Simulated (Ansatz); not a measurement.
# InAs (F-43m) in Ansatz: notebook, part 2 of 2

Ansatz 0.2.0.

## (3) Elastic constants, LDA

File input.yaml:

```yaml
crystal:
  lattice:
    - [0.0, 3.018, 3.018]
    - [3.018, 0.0, 3.018]
    - [3.018, 3.018, 0.0]
  atoms:
    - { symbol: In, position: [0.0, 0.0, 0.0] }
    - { symbol: As, position: [0.75, 0.75, 0.75] }
hamiltonian:
  xc: lda
  pseudopotentials: { kind: paw }
kpoints:
  mp_grid: { grid: [6, 6, 6] }
scf:
  occupations: { method: fermi_dirac, width: 0.05 }
output:
  forces: true
  stress: true
elastic:
  mode: relaxed_ion
  stencil: two_point
```

Potentials or basis: Ansatz PAW.

On the command line:

```console
$ ansatz run input.yaml --threads 2 --pin off --max-ram 5632MiB --backend cpu --events-out ev --progress --plain --runs-dir out
```

Standard output:

```text
Warning: RAYON_NUM_THREADS=2 ignored (pool sized by the plan → 2); use --threads N
Engine: ansatz 0.2.0, x86_64-unknown-linux-gnu
Pseudopotentials: kind: paw
Pseudopotential: In, paw, valence charge 13, recommended cutoff 420 eV (normal), In.paw.azcp
Pseudopotential: As, paw, valence charge 15, recommended cutoff 420 eV (normal), As.paw.azcp
Functional definition: SPW92
  exchange = slater_x
  correlation = pw_c
Crystal: 2 atoms, lattice volume = 54.978 Å³
Basis set: ecut = 420 eV, 1067 PW (Γ)
Bands: 18, of which v1, the nominal top of the filled ones, is band 14 counted from 1 (13 counted from 0)
Symmetry: 24 space group operations
Space group: F-43m (ITA 216), of the structure as read, at distance tolerance 3.8e-5 Å
k-points: 16 of 216 (time reversal used)
Non-local potential: In, projectors of the file, l = 0: 2, l = 1: 2, l = 2: 2, l = 3: 2
Non-local potential: As, projectors of the file, l = 0: 2, l = 1: 2, l = 2: 3, l = 3: 1
PAW form: soft (Blöchl's): semilocal exchange-correlation on the pseudo side does not see the compensation charge
PAW frozen core: In, regenerated for the run's functional, and the local potential with it (the file was generated under x = pbe(κ = 0.804, μ = 0.2195149727645171), c = pbe(β = 0.06672455060314922))
PAW frozen core: As, regenerated for the run's functional, and the local potential with it (the file was generated under x = pbe(κ = 0.804, μ = 0.2195149727645171), c = pbe(β = 0.06672455060314922))
PAW one-centre angular grid: In, 590 points (default); XC on 64 Gauss nodes
PAW one-centre angular grid: As, 590 points (default); XC on 64 Gauss nodes
Initial density: superposition of atomic densities (neutral atoms: chi_scale 0, normalization atom), corrected by the library's trained network
Initial wavefunctions: pseudopotential atomic-orbital guess
Functional: x = slater, c = lda
SCF iter   1: F=—  HF=-10231.233151 eV  |F-HF|=—  |Δ(HF+E_count)|=         —  Δρ=6.87e-3  dr2=1.99e-2  ethr=1.77e-3  ⟨swp⟩=6.0  Hψ=1439  notcnv=0
preconditioner: auto → none  [insulator: Δε(μ)=0.748 eV  Ē_g=14.604 eV  σ=0.050 eV  W_gap=0.67  n_scr=14 (ndim 8)  ℏωp=21.2 eV  f_vac=0.106  D(μ)=0.12/eV (n_scr^D=0)  ε∞_Penn≈3.1]
SCF iter   2: F=—  HF=-10231.225915 eV  |F-HF|=—  |Δ(HF+E_count)|=   7.24e-3  Δρ=2.31e-3  dr2=1.34e-3  ethr=7.10e-5  ⟨swp⟩=2.9  Hψ=622  notcnv=0
SCF iter   3: F=—  HF=-10231.225729 eV  |F-HF|=—  |Δ(HF+E_count)|=   1.87e-4  Δρ=7.06e-4  dr2=1.72e-4  ethr=4.77e-6  ⟨swp⟩=2.1  Hψ=515  notcnv=0
SCF iter   4: F=—  HF=-10231.225704 eV  |F-HF|=—  |Δ(HF+E_count)|=   2.48e-5  Δρ=2.16e-4  dr2=1.86e-5  ethr=6.16e-7  ⟨swp⟩=2.0  Hψ=513  notcnv=0
SCF iter   5: F=—  HF=-10231.225698 eV  |F-HF|=—  |Δ(HF+E_count)|=   6.39e-6  Δρ=2.07e-5  dr2=1.82e-7  ethr=6.63e-8  ⟨swp⟩=2.0  Hψ=430  notcnv=0
SCF iter   6: F=—  HF=-10231.225698 eV  |F-HF|=—  |Δ(HF+E_count)|=   2.77e-7  Δρ=4.32e-6  dr2=1.07e-8  ethr=6.49e-10  ⟨swp⟩=2.8  Hψ=554  notcnv=0
SCF iter   7: F=—  HF=-10231.225698 eV  |F-HF|=—  |Δ(HF+E_count)|=  4.64e-10  Δρ=5.80e-7  dr2=1.14e-10  ethr=3.81e-11  ⟨swp⟩=2.8  Hψ=515  notcnv=0
SCF iter   8: F=—  HF=-10231.225698 eV  |F-HF|=—  |Δ(HF+E_count)|=  4.91e-11  Δρ=6.40e-8  dr2=1.07e-12  ethr=4.07e-13 (applied; sched 1.00e-12)  ⟨swp⟩=2.0  Hψ=513  notcnv=0
SCF iter   9: F=-10231.225698 eV  HF=-10231.225698 eV  |F-HF|=3.64e-12  |Δ(HF+E_count)|=  1.82e-12  Δρ=5.52e-9  dr2=8.04e-15  ethr=1.00e-12  ⟨swp⟩=5.0  Hψ=1066  notcnv=0
SCF 1 converged in 9 iterations: F = -10231.225698 eV  dr2 = 8.04e-15
Crystal: 2 atoms, lattice volume = 54.868 Å³
Symmetry: 8 space group operations
k-points: 30 of 216 (time reversal used)
Initial density: handed on by an earlier stage of this run
Initial wavefunctions: those handed on with the density
iter 1 solved again at ethr=3.87e-8 eV; its pass at ethr=3.10e-3 eV (dr2=1.08e-5 eV) is discarded
SCF iter   1: F=—  HF=-10231.225787 eV  |F-HF|=—  |Δ(HF+E_count)|=         —  Δρ=9.62e-5  dr2=6.49e-6  ethr=3.87e-8  ⟨swp⟩=3.1  Hψ=3220  notcnv=0
[... 80 lines left out ...]
SCF iter   7: F=-10231.225670 eV  HF=-10231.225670 eV  |F-HF|=3.64e-12  |Δ(HF+E_count)|=    0.00e0  Δρ=1.05e-8  dr2=7.21e-14  ethr=1.00e-12  ⟨swp⟩=3.0  Hψ=3266  notcnv=0
SCF 9 converged in 7 iterations: F = -10231.225670 eV  dr2 = 7.21e-14
relax step   2: F+E_penalty+E_count = -10231.22567034 eV  Δ(F+E_penalty+E_count) = -1.698e-5 eV  max|allowed force component| = 2.693e-6 eV/Å  Δτ_max = 0.0011 Å  (7 SCF iters, accepted)
iter 1 solved again at ethr=1.00e-12 eV; its pass at ethr=3.10e-3 eV (dr2=2.61e-13 eV) is discarded
SCF iter   1: F=—  HF=-10231.225670 eV  |F-HF|=—  |Δ(HF+E_count)|=         —  Δρ=1.05e-8  dr2=7.16e-14  ethr=1.00e-12  ⟨swp⟩=2.0  Hψ=4452  notcnv=0
SCF iter   2: F=-10231.225670 eV  HF=-10231.225670 eV  |F-HF|=1.82e-12  |Δ(HF+E_count)|=  7.28e-12  Δρ=3.81e-9  dr2=5.38e-15  ethr=1.00e-12  ⟨swp⟩=4.7  Hψ=2992  notcnv=0
SCF 10 converged in 2 iterations: F = -10231.225670 eV  dr2 = 5.38e-15
SCF converged after 9 iterations
Free energy (F): -10231.225698 eV
Harris-Foulkes:  -10231.225698 eV  (|F-HF|=3.64e-12)
Internal energy: -10231.224767 eV  (E = F + TS)
E sigma→0 (E₀):  -10231.225232 eV
Entropy (-TS):   -0.000931 eV (-0.465 meV/atom)
Fermi energy:    7.650404 eV
--- Per-component energies (eV) ---
  E_band       = -320.243014
  E_kinetic    = 348.420924
  E_local      = -3278.417073  (includes V_loc(G=0)·N_el)
  E_nonlocal   = -294.990547
  E_hartree    = 1581.527687
  E_xc         = -292.523126
  E_vxc        = -180.758814  (∫ρ·V_xc dr)
  E_paw        = -5769.803016  (= ΣΔE_a)
  E_vpaw       = -77.552917  (= ΣTr[D̂ρ^β])
  E_aug_tail   = 0.000035  (compensation charges beyond the density's cutoff)
  E_ewald      = -2527.799418
  E_core_change = 2.359766  (= ΣΔE_core)
  E_smearing   = -0.000931  (= −TS)
  E_closure    = -0.000000  (closes the sum)
  Σ components = -10231.225698   (vs F -10231.225698, Δ=0.00e0)
--- Forces (eV/Å), atoms counted from 1 ---
  atom   1  In    -0.00000000    -0.00000000     0.00000000
  atom   2  As     0.00000000    -0.00000000    -0.00000000
  max |Σ_I F_I| component: 2.34e-16 eV/Å
--- Stress (GPa, compression-positive) ---
       -0.223330       0.000000       0.000000
       -0.000000      -0.223330       0.000000
        0.000000       0.000000      -0.223330
  P = ⅓ Tr σ = -0.2233 GPa (-2.233 kbar)
--- Band table (eV; the first three rows and the last of 16) ---
  k-point 0: bands = ["-27.5338", "-27.5338", "-27.5338", "-27.5256", "-27.5256", "-6.7426", "-6.7426", "-6.7426", "-6.6120", "-6.6120", "-4.3594", "7.1974", "7.6147", "7.6147", "7.6147", "11.4450", "11.4450", "11.4450"]
  k-point 1: bands = ["-27.5339", "-27.5338", "-27.5338", "-27.5255", "-27.5255", "-6.7796", "-6.7324", "-6.7324", "-6.6121", "-6.6121", "-4.0718", "5.0101", "7.2936", "7.2936", "8.7204", "11.8289", "11.8951", "11.8951"]
  k-point 2: bands = ["-27.5339", "-27.5337", "-27.5337", "-27.5255", "-27.5255", "-6.8460", "-6.7158", "-6.7158", "-6.6084", "-6.6084", "-3.3581", "2.7783", "6.8063", "6.8063", "8.5653", "12.2680", "12.2680", "13.6338"]
  k-point 15: bands = ["-27.5341", "-27.5336", "-27.5333", "-27.5256", "-27.5252", "-6.9197", "-6.6819", "-6.6647", "-6.6351", "-6.5988", "-2.2764", "1.7652", "4.7566", "4.8062", "10.5936", "10.9645", "13.9547", "14.5022"]
--- Elastic constants: 2 strain directions × 2 members + reference (group order 24) ---
  dense FFT box of the reference and of every strained cell: 30×30×30
  strains applied: 11, 23; error gains: componentwise 1.00 (the most a stress slope's error grows in a printed constant), spectral 1.73 (1 for all six strains in a standard setting)
  C = ∂σ_k/∂η_j (tension-positive GPa; Voigt order 11 22 33 23 13 12):
        82.122     47.543     47.543     -0.000      0.000      0.000
        47.543     82.122     47.543     -0.000      0.000      0.000
        47.543     47.543     82.122     -0.000      0.000      0.000
         0.000     -0.000     -0.000     34.838      0.000      0.000
         0.000      0.000     -0.000      0.000     34.838     -0.000
        -0.000      0.000     -0.000      0.000     -0.000     34.838
  reference stress σ⁰ (GPa):      0.223      0.223      0.223     -0.000     -0.000      0.000
  C* (energy form; C + prestress term) asymmetry max|C*_kj − C*_jk| = 2.132e-14 GPa — a small one proves nothing (zero by symmetry where the batch's group is 432, −43m or m−3m); a large one is finite-difference/SCF noise where every solve meets its electron count
  moduli (Voigt/Reuss/Hill, GPa): K = 59.07/59.07/59.07   G = 27.82/24.78/26.30   E = 68.70   ν = 0.306
  mechanically stable: yes (min eigenvalue of sym C = 34.58 GPa)
  strain η (Voigt 11):  stress-route row diagonal C_11 = 82.12 GPa, energy-path curvature d²(F+E_count+ΔE)/dδ²/Ω₀ = 82.14 GPa
         δ    σ_11 (GPa)             F (eV)   n_scf  n_hpsi   n_pw
    -2.000e-3       0.0586      -10231.2257856       8   10516   1090   relax 0 steps, max|allowed force component| 6.94e-18 eV/Å
     2.000e-3       0.3871      -10231.2254821       5    8233   1098   relax 0 steps, max|allowed force component| 9.63e-17 eV/Å
  strain η (Voigt 23):  stress-route row diagonal C_44 = 34.84 GPa, energy-path curvature d²(F+E_count+ΔE)/dδ²/Ω₀ = 34.77 GPa
         δ    σ_23 (GPa)             F (eV)   n_scf  n_hpsi   n_pw
    -2.000e-3      -0.0697      -10231.2256703       2    7992   1090   relax 3 steps, max|allowed force component| 7.07e-7 eV/Å
     2.000e-3       0.0697      -10231.2256703       2    7994   1090   relax 2 steps, max|allowed force component| 2.69e-6 eV/Å
```

Wall time 22 s (2 threads of Intel Xeon at 2.70GHz, shared host); peak memory 0.42 GiB.

What came out:

* Free energy: -10231.2257 eV
* Pressure: -0.2 GPa
* Band gap on the k mesh: none (metal or under the smearing width)
* Elastic constants C11, C12, C44: 82, 48, 35 GPa
* Voigt bulk modulus: 59 GPa

Levels at points of the mesh, in eV from the Fermi level:
```
             k point  band 10  band 11  band 12  band 13  band 14  band 15  band 16  band 17  band 18
  (0.00, 0.00, 0.00)   -14.26   -12.01    -0.45    -0.04    -0.04    -0.04     3.79     3.79     3.79
 (0.00, 0.00, -0.50)   -14.25   -10.51    -5.91    -1.04    -1.04     0.76     4.58     4.58     6.66
(0.00, -0.50, -0.50)   -14.24    -9.97    -5.99    -2.40    -2.40     1.38     1.91     8.99     9.13
```

Elastic tensor in Voigt notation (GPa, in the Cartesian axes of the cell as first typed):
```
82 48 48  0  0  0
48 82 48  0  0  0
48 48 82  0  0  0
 0  0  0 35  0  0
 0  0  0  0 35  0
 0  0  0  0  0 35
```

Caveat: elastic constants of metals need much finer meshes, so these are rough; the PAW data sets come from PBE, with cores solved anew for the run's functional, which leaves a small shift of forces and pressure; this crystal is a semiconductor, whose small gap the functional closes, so the metal is an error of the method.

## (4) How close it comes

Step 2. Against the measured gap of InAs, 0.418 eV (direct; 4.2 K; a printed reference work, data compilation), the calculated 0.00 eV is off by -0.42 eV. Spin-orbit coupling on As, In is left out. The value is that of LDA on a finite k mesh, which can miss the band edges, without temperature or zero-point motion. Semilocal functionals fall short of measured gaps as a rule.

Step 3. Against the measured gap of InAs, 0.418 eV (direct; 4.2 K; a printed reference work, data compilation), the calculated 0.00 eV is off by -0.42 eV. Spin-orbit coupling on As, In is left out. The value is that of LDA on a finite k mesh, which can miss the band edges, without temperature or zero-point motion. Semilocal functionals fall short of measured gaps as a rule.
